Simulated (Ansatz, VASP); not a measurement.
# Si: VASP beside Ansatz

```
Si
1.0
     0.00000    2.67877    2.67877
     2.67877    0.00000    2.67877
     2.67877    2.67877    0.00000
Si
2
Direct
  0.50000 0.50000 0.50000
  0.75000 0.75000 0.75000
```

Change from the starting cell: volume scaled by 0.96.

Alike in both runs: task single point; functional LDA; k mesh 12 × 12 × 12; occupations fermi-dirac, width 0.08 eV; no spin polarisation.

|  | VASP | Ansatz |
| --- | --- | --- |
| version | VASP 6.6.1 | Ansatz 0.2.0 |
| potentials or method | VASP PAW LDA potentials, release 64 (Si), cutoff 520 eV | all-electron LAPW, scalar-relativistic |

```csv
,VASP,Ansatz,Ansatz less VASP
pressure (GPa),2.6,2.4,-0.13
```

Ansatz ran all-electron here, so the differences hold the error of VASP's frozen core and of both bases.
